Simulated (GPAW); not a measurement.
# GaAs (F-43m) in GPAW: notebook, part 2 of 2

GPAW 26.7.0. The steps go on from the part before.

**3. Single point, PBE**

Contents of run.py:

```python
from ase.dft.bandgap import bandgap
from ase.io import read, write
from ase.units import GPa
from gpaw import GPAW, PW

atoms = read('POSCAR')

calc = GPAW(mode=PW(600),
            xc='PBE',
            kpts={'size': (8, 8, 8), 'gamma': True},
            occupations={'name': 'methfessel-paxton', 'order': 0, 'width': 0.012},
            nbands=11,
            convergence={'density': 1e-05, 'energy': 1e-05},
            maxiter=150,
            txt='gpaw.txt')
atoms.calc = calc
energy = atoms.get_potential_energy()
forces = atoms.get_forces()
stress = atoms.get_stress()
calc.write('gs.gpw')
write('result.traj', atoms)
print(f'Energy: {energy:.6f} eV')
print('Forces (eV/A):')
print(forces.round(4))
print('Stress (GPa):', (stress / GPa).round(3))
print('Fermi level:', round(calc.get_fermi_level(), 4), 'eV')
print(f'Gap: {bandgap(calc)[0]:.4f} eV, direct: {bandgap(calc, direct=True)[0]:.4f} eV')
```

Contents of POSCAR:

```
GaAs
1.0
    0.0000000000      2.8268500000      2.8268500000
    2.8268500000      0.0000000000      2.8268500000
    2.8268500000      2.8268500000      0.0000000000
As Ga
1 1
Direct
    0.7500000000      0.7500000000      0.7500000000
    0.0000000000      0.0000000000      0.0000000000
```

Potentials or basis: GPAW PAW data sets (gpaw-data 1.2.1), pw.

Launch:

```
$ OMP_NUM_THREADS=1 python run.py
```

gpaw.txt:

```text
__  _  _
 | _ |_)|_||  |
 |__||  | ||/\| - 26.7.0

Input parameters:
  mode=PW(ecut=600.0),
  convergence={'density': 1e-05, 'energy': 1e-05},
  kpts=MonkhorstPack(size=(8, 8, 8), gamma=True),
  maxiter=150,
  nbands=11,
  occupations=Occupations(name='methfessel-paxton', order=0, width=0.012),
  xc=XC(name='PBE')

Diagonalizing LCAO Hamiltonian
Converting LCAO to pw mode

                    As

       Ga

Atoms  # Å, Bohr magnetons
|   | symbol |        x |        y |        z |    initial magnetic moments |
|---|--------|----------|----------|----------|-----------------------------|
| 0 |     As | 4.240275 | 4.240275 | 4.240275 | ( 0.0000,  0.0000,  0.0000) |
| 1 |     Ga | 0.000000 | 0.000000 | 0.000000 | ( 0.0000,  0.0000,  0.0000) |

Unit cell  # Å
| periodic |        x |        y |        z |  lengths |    angles |
|----------|----------|----------|----------|----------|-----------|
|      yes | 0.000000 | 2.826850 | 2.826850 | 3.997770 | 60.000000 |
|      yes | 2.826850 | 0.000000 | 2.826850 | 3.997770 | 60.000000 |
|      yes | 2.826850 | 2.826850 | 0.000000 | 3.997770 | 60.000000 |

Number of symmetries: 24
Symmetry operations  # r_c * U_cc + t_c -> r_c
|    | kind |            matrix            |
|----|------|------------------------------|
|  0 |  E   |  1, 0, 0,  0, 1, 0,  0, 0, 1 |
|  1 |  σ   |  1, 0, 0,  0, 0, 1,  0, 1, 0 |
|  2 |  σ   |  1, 0,-1,  0, 1,-1,  0, 0,-1 |
|  3 |  C3  |  1, 0,-1,  0, 0,-1,  0, 1,-1 |
|  4 |  C3  |  1,-1, 0,  0,-1, 1,  0,-1, 0 |
|  5 |  σ   |  1,-1, 0,  0,-1, 0,  0,-1, 1 |
|  6 |  σ   |  0, 1, 0,  1, 0, 0,  0, 0, 1 |
|  7 |  C3  |  0, 1, 0,  0, 0, 1,  1, 0, 0 |
|  8 |  C2  |  0, 1,-1,  1, 0,-1,  0, 0,-1 |
[... 149 lines left out ...]
|---------|-|-------------|-------|-------|
|iter:   1| |   -8.317125 | -0.65 |       |
|iter:   2| |   -8.299841 | -3.03 | -0.89 |
|iter:   3| |   -8.227219 | -2.22 | -0.92 |
|iter:   4| |   -8.228991 | -3.81 | -1.52 |
|iter:   5| |   -8.229243 | -4.71 | -2.05 |
|iter:   6| |   -8.229260 | -6.03 | -2.81 |
|iter:   7| |   -8.229260c| -7.48c| -3.55 |
|iter:   8| |   -8.229260c| -8.54c| -4.10 |
|iter:   9| |   -8.229260c| -9.27c| -5.40c|

Converged in 9 steps
Energy contributions relative to reference atoms: (reference = -114387.645129)

Energy contributions:
  Kinetic:          26.966537
  Coulomb:         -23.856737
  Zero:              0.019554
  External:          0.000000
  Xc:              -11.358615
  Entropy:          -0.000000
  Spinorbit:         0.000000
  ----------------------------
  Free energy:      -8.229260
  Extrapolated:     -8.229260

dipole moment: (-10.964929, -10.964929, -10.964929)  # |e|*Ang

Fermi level: 4.970
Eigenvalues  # (at kpt = [0.000, 0.000, 0.000])
| band index |      eig [eV] | occ [0-2] |
|------------|---------------|-----------|
|          0 |        -7.775 |     2.000 |
|          1 |         4.921 |     2.000 |
|          2 |         4.921 |     2.000 |
|          3 |         4.921 |     2.000 |
|          4 |         5.508 |     0.000 |
|          5 |         8.695 |     0.000 |
|          6 |         8.695 |     0.000 |
|          7 |         8.695 |     0.000 |
|          8 |        12.577 |     0.000 |
|          9 |        15.009 |     0.000 |
|         10 |        15.009 |     0.000 |

Gap: 0.587 eV
Transition (v -> c):
  (s=0, k=0, n=3, [0.00, 0.00, 0.00]) -> (s=0, k=0, n=4, [0.00, 0.00, 0.00])
No difference between direct/indirect transitions

Forces  # eV/Ang
|        x |        y |        z |
|----------|----------|----------|
| -0.00000 | -0.00000 |  0.00000 |  # As   0
|  0.00000 | -0.00000 | -0.00000 |  # Ga   1

Stress tensor  # eV/Ang^3
|         x |         y |         z |
|-----------|-----------|-----------|
| -0.027053 |  0.000000 |  0.000000 |
|  0.000000 | -0.027053 |  0.000000 |
|  0.000000 |  0.000000 | -0.027053 |

# Writing to gs.gpw (mode='')
```

stdout:

```text
Energy: -8.229260 eV
Forces (eV/A):
[[-0. -0.  0.]
 [ 0. -0. -0.]]
Stress (GPa): [-4.334 -4.334 -4.334  0.     0.     0.   ]
Fermi level: 4.97 eV
Gap: 0.5866 eV, direct: 0.5866 eV
```

Wall time 8.6 s (1 thread of Arm Neoverse V2, shared host); peak memory 0.15 GiB.

Results:

* Free energy: -8.2293 eV
* Pressure: 4.3 GPa
* Band gap on the k mesh: 0.59 eV, direct

Levels at points of the mesh, in eV from the valence-band top:
| k point | band 1 | band 2 | band 3 | band 4 | band 5 | band 6 | band 7 |
| --- | --- | --- | --- | --- | --- | --- | --- |
| (0.00, 0.00, 0.00) | -12.70 | 0.00 | 0.00 | 0.00 | 0.59 | 3.77 | 3.77 |
| (0.50, 0.50, 0.00) | -10.34 | -6.79 | -2.66 | -2.66 | 1.48 | 1.68 | 10.22 |
| (0.50, 0.50, 0.50) | -11.06 | -6.61 | -1.13 | -1.13 | 1.05 | 4.67 | 4.67 |

**4. Against experiment**

Step 3. A measured gap of GaAs is 1.412 eV (direct; 300 K; “Evidence of valence band perturbations in GaAsN/GaAs(001): A combined variable-angle spectroscopic ellipsometry and modulated photoreflectance investigation”, 2008, arxiv:0805.2212); the calculated 0.59 eV misses it by -0.83 eV. 3 values of this kind are on record (1.412 to 1.51 eV); this one was drawn at random among those near their median, those with a stated uncertainty first. Spin-orbit coupling on As, Ga is left out. The value is that of PBE on a finite k mesh, which can miss the band edges, without temperature or zero-point motion. Semilocal functionals fall short of measured gaps as a rule.
